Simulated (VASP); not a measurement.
**Al2GaN3: single point with r2SCAN**

Crystal: Al2GaN3.

```xyz
12
Lattice="3.1572 0.0000 0.0000 -1.5786 2.7342 0.0000 0.0000 0.0000 15.3054" Properties=species:S:1:pos:R:3 pbc="T T T"
Al    1.5786    0.9114    2.5776
Al    1.5786    0.9114   12.7302
Al    0.0000    1.8228   10.2303
Al    0.0000    1.8228    5.0775
Ga    0.0000    1.8228    0.0103
Ga    1.5786    0.9114    7.6630
N     0.0000    1.8228    1.9967
N     0.0000    1.8228   12.1407
N     1.5786    0.9114   14.6397
N     1.5786    0.9114    9.6494
N     1.5786    0.9114    4.4880
N     0.0000    1.8228    6.9870
```

The cell was built by a generator and needn't be a form met in nature.

```json
{"Program": "VASP 6.6.1", "Task": "single point", "Functional": "r2SCAN", "Potentials or basis": "VASP PAW PBE potentials, release 64 (Al, Ga_d, N)", "Cutoff": "520 eV", "k mesh": "10 × 10 × 2", "Occupations": "gaussian, width 0.03 eV", "Spin": "no spin polarisation"}
```

```json
{"Pressure": "-4.9 GPa", "Largest force": "0.045 eV/Å", "Band gap on the k mesh": "3.55 eV, direct"}
```

Forces on the atoms (eV/Å):
```
Al   0.000  0.000  0.005
Al   0.000  0.000  0.045
Al   0.000  0.000  0.005
Al   0.000  0.000  0.045
Ga   0.000  0.000 -0.037
Ga   0.000  0.000 -0.037
N    0.000  0.000 -0.025
N    0.000  0.000 -0.016
N    0.000  0.000  0.029
N    0.000  0.000 -0.025
N    0.000  0.000 -0.016
N    0.000  0.000  0.029
```

Levels at points of the mesh, in eV from the valence-band top:
| k point | band 30 | band 31 | band 32 | band 33 | band 34 | band 35 | band 36 | band 37 | band 38 | band 39 |
| --- | --- | --- | --- | --- | --- | --- | --- | --- | --- | --- |
| (0.00, 0.00, 0.00) | -0.16 | -0.04 | -0.04 | 0.00 | 0.00 | 3.55 | 4.71 | 5.53 | 6.11 | 6.54 |
| (0.50, 0.00, 0.00) | -1.52 | -1.43 | -1.26 | -1.25 | -0.90 | 4.74 | 5.32 | 5.86 | 5.98 | 6.13 |
| (0.00, 0.00, 0.50) | -0.78 | -0.02 | -0.02 | -0.02 | -0.02 | 4.06 | 4.06 | 5.92 | 5.92 | 6.68 |
| (0.50, 0.00, 0.50) | -1.74 | -1.60 | -1.60 | -1.02 | -1.02 | 5.19 | 5.19 | 5.67 | 5.67 | 6.18 |

Run time: 2.8 min on 4 MPI ranks on AMD EPYC 9R45 96-Core Processor (Zen 5), on a shared host, peak memory 0.35 GiB a rank.

Caveat: the PAW data sets were made with another functional, which shifts forces and pressure a little. r2SCAN opens gaps a little over a GGA but as a rule still falls short of measured ones.
